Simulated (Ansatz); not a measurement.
# Mg2Si: band gap under strain, part 2 of 2

Ansatz 0.2.0, plane waves, PAW. Earlier steps stand in the parts before.

## (6) -4.0 % equal strain in all directions: r2SCAN

input.yaml reads:

```yaml
crystal:
  lattice:
    - [0.0, 3.042204658, 3.042204658]
    - [3.042204658, 0.0, 3.042204658]
    - [3.042204658, 3.042204658, 0.0]
  atoms:
    - { symbol: Si, position: [0.0, 0.0, 0.0] }
    - { symbol: Mg, position: [0.25, 0.25, 0.25] }
    - { symbol: Mg, position: [0.75, 0.75, 0.75] }
kpoints:
  mp_grid: { grid: [8, 8, 8] }
  band_path:
    path:
      - [0.0, 0.0, 0.0]
      - [0.5, 0.0, 0.5]
      - [0.625, 0.25, 0.625]
      - [0.375, 0.375, 0.75]
      - [0.5, 0.5, 0.5]
      - [0.5, 0.25, 0.75]
      - [0.0, 0.5, 0.5]
    npoints: 1
hamiltonian:
  xc: r2scan
scf:
  occupations: { method: fermi_dirac, width: 0.02 }
  n_extra_bands: 4
output:
  forces: true
  stress: true
  eigenvalues: true
```

Launch:

```
$ ansatz run input.yaml --threads 2 --pin off --max-ram 20275MiB --backend cpu --events-out ev --progress --plain --runs-dir out
```

Log, shortened:

```text
scf.n_extra_bands = 4 over 12 filled bands (N_el = 24.0): the run solves 16 bands
[...]
Pseudopotentials: kind: paw
Pseudopotential: Si, paw, valence charge 4, recommended cutoff 500 eV (meta_gga), Si.paw.azcp
Pseudopotential: Mg, paw, valence charge 10, recommended cutoff 500 eV (meta_gga), Mg.paw.azcp
Functional definition: r2SCAN
[...]
Crystal: 3 atoms, lattice volume = 56.311 Å³
Basis set: ecut = 500 eV, 1459 PW (Γ), exchange–correlation on 128×128×128 points (64 copies of the dense FFT grid, shifted against one another)
Bands: 16, of which v1, the nominal top of the filled ones, is band 12 counted from 1 (11 counted from 0)
Symmetry: 48 space group operations
Space group: Fm-3m (ITA 225), of the structure as read, at distance tolerance 3.8e-5 Å
k-points: 29 of 512
[...]
NSCF: frozen V_eff on 7 k-points
SCF converged after 6 iterations
Free energy (F): -4492.300380 eV
[...]
E sigma→0 (E₀):  -4492.300379 eV
Entropy (-TS):   -0.000003 eV (-0.001 meV/atom)
Fermi energy:    7.102571 eV
[...]
--- Forces (eV/Å), atoms counted from 1 ---
  atom   1  Si    -0.00000000     0.00000000     0.00000000
  atom   2  Mg    -0.00000000     0.00000000     0.00000000
  atom   3  Mg     0.00000000    -0.00000000     0.00000000
[...]
--- Stress (GPa, compression-positive) ---
        9.067946      -0.000000       0.000000
       -0.000000       9.067946       0.000000
       -0.000000      -0.000000       9.067946
  P = ⅓ Tr σ = 9.0679 GPa (90.679 kbar)
--- Band table (eV; the first three rows and the last of 29) ---
  k-point 0: bands = ["-71.5885", "-71.5825", "-36.7019", "-36.7019", "-36.7019", "-36.6771", "-36.6771", "-36.6771", "-3.1578", "6.9567", "6.9567", "6.9567", "10.0010", "10.0010", "10.0010", "10.2710"]
[...]
```

Wall time 1.7 s (2 threads of AMD EPYC 7R13 (Zen 3), shared host); peak memory 0.67 GiB.

The r2SCAN gap is 0.29 eV and indirect (Γ to X), with 2.49 eV as the least direct one.

Stress along x, y, z: 9.07, 9.07, 9.07 GPa (compression positive).

## (7) -4.0 % equal strain in all directions: HSE06

Changes to input.yaml since step 6:

```diff
@@ -10,3 +10,3 @@
 kpoints:
-  mp_grid: { grid: [8, 8, 8] }
+  mp_grid: { grid: [6, 6, 6] }
   band_path:
@@ -22,3 +22,3 @@
 hamiltonian:
-  xc: r2scan
+  xc: hse06
 scf:
```

Log, shortened:

```text
Warning: output.stress: scf.convergence.dr2_threshold = 1e-7 eV (the SCF's general default) is looser than the 3e-10 eV advised for a printed stress (1e-10 eV for each atom of the cell: 3). What an SCF threshold leaves in a stress goes as its square root, and in the free energy as the [...]
Warning: output.stress: scf.exx.energy_threshold = 1e-6 eV is looser than the 3e-8 eV advised for a stress under a hybrid functional (1e-8 eV for each atom of the cell: 3). Every SCF of the exchange loop can meet its threshold on dr2 while the loop round them stops early: no threshold on [...]
scf.n_extra_bands = 4 over 12 filled bands (N_el = 24.0): the run solves 16 bands
[...]
[... 4 set-up lines as earlier in the session ...]
[...]
Crystal: 3 atoms, lattice volume = 56.311 Å³
Basis set: ecut = 420 eV, 1067 PW (Γ), exchange–correlation on 60×60×60 points (8 copies of the dense FFT grid, shifted against one another)
[...]
hybrid outer 2: dexx = +1.423e-7 eV, tail = 2.24e-8 eV, Δε = 1.68e-3 eV (about 8.70e-5 eV left of the loop's levels)
NSCF: frozen V_eff on 7 k-points
hybrid SCF converged: 2 outer / 9 inner (+9 warm-up), last move |dexx| = 1.42e-7 eV, tail = 2.24e-8 eV
Stability not checked: this state was not tested for a lower state beside it, because the functional holds exact exchange (a hybrid, or Hartree-Fock), whose exchange loop this test does not read (fock_operator; see scf.lower_state_search)
Free energy (F): -4484.805743 eV
Frozen-core exchange: fock
[...]
E sigma→0 (E₀):  -4484.805743 eV
Entropy (-TS):   -0.000000 eV (-0.000 meV/atom)
Fermi energy:    6.982479 eV
[...]
--- Forces (eV/Å), atoms counted from 1 ---
  atom   1  Si    -0.00000000    -0.00000000    -0.00000000
  atom   2  Mg     0.00000000     0.00000000     0.00000000
  atom   3  Mg    -0.00000000     0.00000000     0.00000000
[...]
--- Stress (GPa, compression-positive) ---
        9.016637       0.000000       0.000000
       -0.000000       9.016637       0.000000
        0.000000      -0.000000       9.016637
  P = ⅓ Tr σ = 9.0166 GPa (90.166 kbar)
--- Band table (eV; the first three rows and the last of 16) ---
  k-point 0: bands = ["-74.1428", "-74.1366", "-39.0413", "-39.0413", "-39.0413", "-39.0184", "-39.0184", "-39.0184", "-4.0936", "6.7760", "6.7760", "6.7760", "10.1272", "10.1448", "10.1448", "10.1448"]
[...]
```

It took 63 s on 1 × NVIDIA H100 80GB HBM3 with 2 threads of AMD EPYC 7R13 (Zen 3), shared host; peak host memory 2.2 GiB.

Gap with HSE06: 0.41 eV, valence top at Γ, conduction bottom at X. Least direct gap: 2.77 eV.

## (8) -3.0 % equal strain in all directions: PBE

It is cubic, Fm-3m (No. 225); a = 6.148 Å in the conventional setting, 19.36 Å³ an atom. Near Si stand 8 Mg at 2.66 Å; near Mg stand 4 Si at 2.66 Å.

Changes to input.yaml since step 7:

```diff
@@ -2,5 +2,5 @@
   lattice:
-    - [0.0, 3.042204658, 3.042204658]
-    - [3.042204658, 0.0, 3.042204658]
-    - [3.042204658, 3.042204658, 0.0]
+    - [0.0, 3.0738942899, 3.0738942899]
+    - [3.0738942899, 0.0, 3.0738942899]
+    - [3.0738942899, 3.0738942899, 0.0]
   atoms:
@@ -10,3 +10,3 @@
 kpoints:
-  mp_grid: { grid: [6, 6, 6] }
+  mp_grid: { grid: [8, 8, 8] }
   band_path:
@@ -22,3 +22,3 @@
 hamiltonian:
-  xc: hse06
+  xc: pbe
 scf:
```

Launch:

```
$ ansatz run input.yaml --threads 2 --pin off --max-ram 20275MiB --backend cpu --events-out ev --progress --plain --runs-dir out
```

Log, shortened:

```text
scf.n_extra_bands = 4 over 12 filled bands (N_el = 24.0): the run solves 16 bands
[...]
[... 4 set-up lines as earlier in the session ...]
[...]
Crystal: 3 atoms, lattice volume = 58.089 Å³
Basis set: ecut = 420 eV, 1139 PW (Γ), exchange–correlation on 60×60×60 points (8 copies of the dense FFT grid, shifted against one another)
Bands: 16, of which v1, the nominal top of the filled ones, is band 12 counted from 1 (11 counted from 0)
[... 1 set-up line as earlier in the session ...]
Space group: Fm-3m (ITA 225), of the structure as read, at distance tolerance 3.9e-5 Å
k-points: 29 of 512
[...]
NSCF: frozen V_eff on 7 k-points
SCF converged after 7 iterations
Free energy (F): -4483.763670 eV
[...]
E sigma→0 (E₀):  -4483.763585 eV
Entropy (-TS):   -0.000168 eV (-0.056 meV/atom)
Fermi energy:    6.789503 eV
[...]
--- Forces (eV/Å), atoms counted from 1 ---
  atom   1  Si    -0.00000000     0.00000000     0.00000000
  atom   2  Mg    -0.00000000     0.00000000     0.00000000
  atom   3  Mg    -0.00000000     0.00000000     0.00000000
[...]
--- Stress (GPa, compression-positive) ---
        6.928810      -0.000000       0.000000
       -0.000000       6.928810       0.000000
        0.000000       0.000000       6.928810
  P = ⅓ Tr σ = 6.9288 GPa (69.288 kbar)
--- Band table (eV; the first three rows and the last of 29) ---
  k-point 0: bands = ["-68.9523", "-68.9472", "-35.7147", "-35.7147", "-35.7147", "-35.6934", "-35.6934", "-35.6934", "-2.7998", "6.7478", "6.7478", "6.7478", "9.2175", "9.4625", "9.4625", "9.4625"]
[...]
```

Wall time 0.73 s (2 threads of AMD EPYC 7R13 (Zen 3), shared host); peak memory 0.52 GiB.

Gap with PBE: 0.08 eV, valence top at Γ, conduction bottom at X. Least direct gap: 2.15 eV.

Band energies at the special points (eV, zero at the top of v, the last band that the electrons fill by count):

```csv
point,v−1,v,c,c+1
Γ,0.00,0.00,2.47,2.71
X,-2.07,-2.07,0.08,0.56
U,-3.66,-1.72,0.72,3.17
K,-3.66,-1.72,0.72,3.17
L,-0.73,-0.73,1.65,2.61
W,-3.79,-2.88,2.71,3.86
```

## (9) -3.0 % equal strain in all directions: r2SCAN

Changes to input.yaml since step 8:

```diff
@@ -22,3 +22,3 @@
 hamiltonian:
-  xc: pbe
+  xc: r2scan
 scf:
@@ -30 +30,5 @@
   eigenvalues: true
+  write_density: true
+  write_potential: true
+  elf: true
+  volumetric_format: npy
```

Launch:

```
$ ansatz run input.yaml --threads 2 --pin off --max-ram 20275MiB --backend cpu --events-out ev --progress --plain --runs-dir out
```

Log, shortened:

```text
scf.n_extra_bands = 4 over 12 filled bands (N_el = 24.0): the run solves 16 bands
[...]
[... 4 set-up lines as earlier in the session ...]
[...]
Crystal: 3 atoms, lattice volume = 58.089 Å³
Basis set: ecut = 500 eV, 1459 PW (Γ), exchange–correlation on 128×128×128 points (64 copies of the dense FFT grid, shifted against one another)
Bands: 16, of which v1, the nominal top of the filled ones, is band 12 counted from 1 (11 counted from 0)
[... 2 set-up lines as earlier in the session ...]
k-points: 29 of 512
[...]
NSCF: frozen V_eff on 7 k-points
SCF converged after 6 iterations
Free energy (F): -4492.385684 eV
[...]
E sigma→0 (E₀):  -4492.385684 eV
Entropy (-TS):   -0.000001 eV (-0.000 meV/atom)
Fermi energy:    6.834423 eV
[...]
--- Forces (eV/Å), atoms counted from 1 ---
  atom   1  Si    -0.00000000    -0.00000000     0.00000000
  atom   2  Mg    -0.00000000    -0.00000000    -0.00000000
  atom   3  Mg    -0.00000000     0.00000000     0.00000000
[...]
--- Stress (GPa, compression-positive) ---
        6.367568       0.000000      -0.000000
       -0.000000       6.367568      -0.000000
       -0.000000       0.000000       6.367568
  P = ⅓ Tr σ = 6.3676 GPa (63.676 kbar)
--- Band table (eV; the first three rows and the last of 29) ---
  k-point 0: bands = ["-71.9463", "-71.9412", "-37.0578", "-37.0578", "-37.0578", "-37.0357", "-37.0357", "-37.0357", "-3.2973", "6.6672", "6.6672", "6.6672", "9.6607", "9.6607", "9.6607", "9.7714"]
[...]
```

Run time: 1.9 s. Hardware: 2 threads of AMD EPYC 7R13 (Zen 3), shared host; peak memory 0.67 GiB.

The r2SCAN gap is 0.33 eV and indirect (Γ to X), with 2.49 eV as the least direct one.

Stress along x, y, z: 6.37, 6.37, 6.37 GPa (compression positive).

## (10) -3.0 % equal strain in all directions: HSE06

Changes to input.yaml since step 9:

```diff
@@ -10,3 +10,3 @@
 kpoints:
-  mp_grid: { grid: [8, 8, 8] }
+  mp_grid: { grid: [6, 6, 6] }
   band_path:
@@ -22,3 +22,3 @@
 hamiltonian:
-  xc: r2scan
+  xc: hse06
 scf:
```

Log, shortened:

```text
Warning: output.stress: scf.convergence.dr2_threshold = 1e-7 eV (the SCF's general default) is looser than the 3e-10 eV advised for a printed stress (1e-10 eV for each atom of the cell: 3). What an SCF threshold leaves in a stress goes as its square root, and in the free energy as the [...]
Warning: output.stress: scf.exx.energy_threshold = 1e-6 eV is looser than the 3e-8 eV advised for a stress under a hybrid functional (1e-8 eV for each atom of the cell: 3). Every SCF of the exchange loop can meet its threshold on dr2 while the loop round them stops early: no threshold on [...]
scf.n_extra_bands = 4 over 12 filled bands (N_el = 24.0): the run solves 16 bands
[...]
[... 4 set-up lines as earlier in the session ...]
[...]
Crystal: 3 atoms, lattice volume = 58.089 Å³
Basis set: ecut = 420 eV, 1139 PW (Γ), exchange–correlation on 60×60×60 points (8 copies of the dense FFT grid, shifted against one another)
[...]
hybrid outer 2: dexx = +1.372e-7 eV, tail = 2.14e-8 eV, Δε = 1.68e-3 eV (about 8.77e-5 eV left of the loop's levels)
NSCF: frozen V_eff on 7 k-points
hybrid SCF converged: 2 outer / 9 inner (+8 warm-up), last move |dexx| = 1.37e-7 eV, tail = 2.14e-8 eV
Stability not checked: this state was not tested for a lower state beside it, because the functional holds exact exchange (a hybrid, or Hartree-Fock), whose exchange loop this test does not read (fock_operator; see scf.lower_state_search)
Free energy (F): -4484.890534 eV
Frozen-core exchange: fock
[...]
E sigma→0 (E₀):  -4484.890533 eV
Entropy (-TS):   -0.000000 eV (-0.000 meV/atom)
Fermi energy:    6.715602 eV
[...]
--- Forces (eV/Å), atoms counted from 1 ---
  atom   1  Si    -0.00000000     0.00000000     0.00000000
  atom   2  Mg    -0.00000000     0.00000000     0.00000000
  atom   3  Mg    -0.00000000     0.00000000     0.00000000
[...]
--- Stress (GPa, compression-positive) ---
        6.325091       0.000000      -0.000000
        0.000000       6.325091       0.000000
       -0.000000      -0.000000       6.325091
  P = ⅓ Tr σ = 6.3251 GPa (63.251 kbar)
--- Band table (eV; the first three rows and the last of 16) ---
  k-point 0: bands = ["-74.4989", "-74.4936", "-39.3964", "-39.3964", "-39.3964", "-39.3760", "-39.3760", "-39.3760", "-4.2223", "6.4883", "6.4883", "6.4883", "9.6296", "9.8003", "9.8003", "9.8003"]
[...]
```

It took 33 s on 1 × NVIDIA H100 80GB HBM3 with 2 threads of AMD EPYC 7R13 (Zen 3), shared host; peak host memory 2.3 GiB.

Gap with HSE06: 0.45 eV, valence top at Γ, conduction bottom at X. Least direct gap: 2.76 eV.

## (11) Gaps side by side

What follows sums up all 2 parts. Changes of volume or cell count from the first structure of part 1.

Least gap in eV (negative: overlap), with the change from the unstrained cell in brackets:

```
                                state  volume change (%)           PBE        r2SCAN         HSE06
                            no strain               +0.0          0.20          0.45          0.56
-4.0 % equal strain in all directions              -11.5  0.04 (-0.16)  0.29 (-0.16)  0.41 (-0.15)
-3.0 % equal strain in all directions               -8.7  0.08 (-0.12)  0.33 (-0.12)  0.45 (-0.11)
```

In words: The largest move of the HSE06 gap in the table is -0.149 eV, under -4.0 % equal strain in all directions. PBE and HSE06 differ by 0.36 eV on the unstrained gap, and by at most 0.01 eV on its change: PBE follows the response to strain far better than the gap itself.
